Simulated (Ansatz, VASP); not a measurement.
## Two plane-wave programs on GdO

File INCAR:

```
SYSTEM = GdO
PREC = Accurate ; ENCUT = 520
EDIFF = 1E-6 ; ISMEAR = -1
SIGMA = 0.1 ; LREAL = .FALSE.
LASPH = .TRUE. ; NELM = 150
ALGO = Normal ; ISIF = 2
LWAVE = .FALSE. ; LCHARG = .FALSE.
ISPIN = 2 ; MAGMOM = 9.1 0
LORBIT = 11 ; LMAXMIX = 6
LDAU = .TRUE. ; LDAUTYPE = 2
LDAUL = 3 -1 ; LDAUU = 3 0
LDAUJ = 0 0 ; LDAUPRINT = 1
GGA = CA ; NBANDS = 23
```

File KPOINTS:

```
regular mesh
0
G
  9 9 9
  0 0 0
```

POSCAR

```
GdO
1.0
    0.0000000000      2.7000000000      2.7000000000
    2.7000000000      0.0000000000      2.7000000000
    2.7000000000      2.7000000000      0.0000000000
Gd O
1 1
Direct
    0.0000000000      0.0000000000      0.0000000000
    0.2500000000      0.2500000000      0.2500000000
```

Input for Ansatz:

```yaml
crystal:
  lattice:
    - [0.0, 2.7, 2.7]
    - [2.7, 0.0, 2.7]
    - [2.7, 2.7, 0.0]
  atoms:
    - { symbol: Gd, position: [0.0, 0.0, 0.0], spin: 9.1 }
    - { symbol: O, position: [0.25, 0.25, 0.25], spin: 0.0 }
basis:
  ecutwfc: 489.804952427784
kpoints:
  mp_grid:
    grid: [9, 9, 9]
hamiltonian:
  xc: lda
  hubbard:
    - { species: Gd, l: f, u_eff: 3.0 }
magnetization:
  spin_polarized: true
scf:
  occupations:
    method: fermi_dirac
    width: 0.1
output:
  eigenvalues: true
```

Alike in both runs: task single point; functional LDA; k mesh 9 × 9 × 9; occupations fermi-dirac, width 0.1 eV; collinear spin; Hubbard terms Gd f U = 3.0 eV.

```csv
,VASP,Ansatz
version,VASP 6.6.1,Ansatz 0.2.0
potentials or method,"VASP PAW PBE potentials, release 64 (Gd, O)","plane waves, PAW"
plane-wave cutoff (eV),520,490
valence electrons in the cell,24,24
```

```csv
,VASP,Ansatz,Ansatz less VASP
gap on the k mesh at the Fermi level (eV),none,none,-
net moment per atom (μB),3.78,3.83,+0.051
size of the moment on the site where the two differ most (μB),6.98,6.94,-0.033
```

Site moments also hang on the region over which each program counts them. The programs project onto different local orbitals, so the same U acts differently. A gap of «none» marks a metal or a gap that the smearing closes. Ansatz warned: «filled_band_counts_differ_across_k_points».

Caveats: spin-orbit coupling is left out, which moves the levels of the heavy elements; a cell with one magnetic atom can't hold antiferromagnetic order, which such compounds often take. The state reached can hang on the start; a lower one may exist.
